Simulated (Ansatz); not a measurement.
**C: equation of state with BLYP**

**What was measured.**

From “Equation of state of cubic boron nitride at high pressures and temperatures”, 2007, arxiv:cond-mat/0702656, for a bulk crystal of C: bulk modulus 444.8 ± 0.8 GPa.

C:

```
C
1.0
     0.00000    1.78337    1.78337
     1.78337    0.00000    1.78337
     1.78337    1.78337    0.00000
C
2
Direct
  0.75000 0.75000 0.75000
  0.50000 0.50000 0.50000
```

This isn't the form of C at room conditions, which is graphite.

```json
{
  "Program": "Ansatz 0.2.0",
  "Task": "equation of state",
  "Functional": "BLYP",
  "Potentials or basis": "Ansatz PAW",
  "Cutoff": "420 eV",
  "Density cutoff": "1680 eV",
  "k mesh": "13 × 13 × 13",
  "Occupations": "fermi-dirac, width 0.05 eV",
  "Spin": "no spin polarisation"
}
```

```
Equilibrium volume                      : 5.82 Å³/atom
Bulk modulus                            : 408 GPa
Pressure derivative of the bulk modulus : 3.7
```

Energy against volume, from the lowest point:
| volume (Å³/atom) | energy (meV/atom) |
| --- | --- |
| 5.332 | 59.42 |
| 5.445 | 33.77 |
| 5.558 | 15.79 |
| 5.672 | 4.70 |
| 5.785 | 0.00 |
| 5.899 | 1.06 |
| 6.012 | 7.42 |

All runs of the series together: 2.5 s on 2 threads of Arm Neoverse V2, on a shared host.

Against the measured bulk modulus of C, 444.8 GPa (quoted in “Equation of state of cubic boron nitride at high pressures and temperatures”, 2007, arxiv:cond-mat/0702656), the calculated 408 GPa is off by -8.4 %. 3 values of this kind are on record (442 to 444.8 GPa); this one was drawn at random among those near their median, those with a stated uncertainty first. The fit is for a static lattice scaled at fixed shape and fixed fractional positions. The cell as given is a measured one (5.67 Å³/atom); BLYP puts the equilibrium volume +2.6 % from it, thermal expansion not counted.

Caveat: the potentials were made for another functional, which shifts forces and pressure.
